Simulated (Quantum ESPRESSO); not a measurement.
CaO:

```xyz
2
Lattice="0.0000 2.4036 2.4036 2.4036 0.0000 2.4036 2.4036 2.4036 0.0000" Properties=species:S:1:pos:R:3 pbc="T T T"
Ca    0.0000    0.0000    0.0000
O     2.4036    2.4036    2.4036
```

The cell is a database's computed one.

Base run:

| Item | Value |
| --- | --- |
| Program | Quantum ESPRESSO 7.5 |
| Functional | PBE |
| Potentials or basis | PseudoDojo 0.4.1 SR PBE standard |
| Cutoff | 1143 eV |
| Density cutoff | 4572 eV |
| k mesh | 8 × 8 × 8, shifted |
| Occupations | fermi-dirac, width 0.05 eV |
| Spin | no spin polarisation |

Its results: pressure 1.3 GPa; electronic dielectric tensor (diagonal) 3.78.

The run is repeated on the same cell with these changes: functional from PBE to BLYP. What comes out?

Pressure 4.3 GPa; electronic dielectric tensor (diagonal) 3.69.

BLYP binds less tightly than PBE, so the same cell stands under more pressure.

Caveats: the potentials were made for another functional, which shifts forces and pressure (some runs); the cell is more than 3 GPa from zero pressure, which shifts response properties (some runs).
